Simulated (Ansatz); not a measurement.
**Ga in Ansatz: the effect of functional**

The system is Ga.

```
Ga
1.0
    -1.41155    1.41155    2.35655
     1.41155   -1.41155    2.35655
     1.41155    1.41155   -2.35655
Ga
1
Direct
  0.00000 0.00000 0.00000
```

This isn't the form of Ga at room conditions, which is orthorhombic.

The cell isn't the ideal one: volume scaled by 1.06.

Alike in all runs:

```yaml
Program: Ansatz 0.2.0
Task: single point
Potentials_or_basis: Ansatz PAW
k_mesh: 13 × 13 × 13
Occupations: fermi-dirac, width 0.05 eV
Spin: no spin polarisation
```

| functional | cutoff | pressure (GPa) |
| --- | --- | --- |
| PBE | 420 eV (not typed: the program's choice for these potentials) | ? |
| PBEsol | 420 eV (not typed: the program's choice for these potentials) | -3.3 |
| r2SCAN | 500 eV (not typed: the program's choice for these potentials) | -3.0 |

Question: What does the run with functional PBE give?

Answer: Pressure 0.1 GPa.

Caveats: the PAW data sets come from PBE, with cores solved anew for the run's functional, which leaves a small shift of forces and pressure (some runs).
